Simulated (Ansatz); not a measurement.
The reference is AlSb in the zinc blende structure (space group F-43m, No. 216).

```xyz
2
Lattice="0.0000 3.0785 3.0785 3.0785 0.0000 3.0785 3.0785 3.0785 0.0000" Properties=species:S:1:pos:R:3 pbc="T T T"
Sb     4.6178     4.6178     4.6178
Al     0.0000     0.0000     0.0000
```

Level of theory: PBEsol (Ansatz, a quantum-chemistry and plane-wave program), without spin-orbit coupling.

For the base:

Volume per atom: 29.18 Å³
Width of the top valence band: 2.73 eV
Band gap: 1.14 eV

The change: hydrostatic tension (pressure −2 GPa).

What happens to the volume per atom, width of the top valence band and band gap?

The volume per atom goes up by 1.22 Å³, from 29.18 Å³ to 30.40 Å³; the width of the top valence band drops by 0.14 eV, from 2.73 eV to 2.59 eV; the band gap increases by 0.02 eV to 1.16 eV.

Spin-orbit coupling, missing from the scalar runs, can matter with Sb. Load acts through the strain it causes; cell and atoms are relaxed under it. Stability against distortions was not tested.
